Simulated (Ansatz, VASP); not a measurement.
## F in VASP and in Ansatz

```xyz
1
Lattice="0.0000 1.5193 1.5193 1.5193 0.0000 1.5193 1.5193 1.5193 0.0000" Properties=species:S:1:pos:R:3 pbc="T T T"
F     0.0000    0.0000    0.0000
```

Change from the starting cell: volume scaled by 0.76, LAPW.

Alike in both runs: task single point; functional PBEsol; k mesh 19 × 19 × 19; occupations fermi-dirac, width 0.08 eV; no spin polarisation.

|  | VASP | Ansatz |
| --- | --- | --- |
| version | VASP 6.6.1 | Ansatz 0.2.0 |
| potentials or method | VASP PAW PBE potentials, release 64 (F), cutoff 520 eV | all-electron LAPW, scalar-relativistic |

```csv
,VASP,Ansatz,Ansatz less VASP
pressure (GPa),38.4,39.6,+1.27
```

Ansatz ran all-electron here, so the differences hold the error of VASP's frozen core and of both bases.

Caveats: so large a pressure means that the cell lies far from this level's equilibrium, or that cutoff or potentials fall short (VASP); the potentials were made for another functional, which shifts forces and pressure (VASP); an odd number of electrons without spin polarisation forces a metal; a magnetic or distorted state may lie lower.
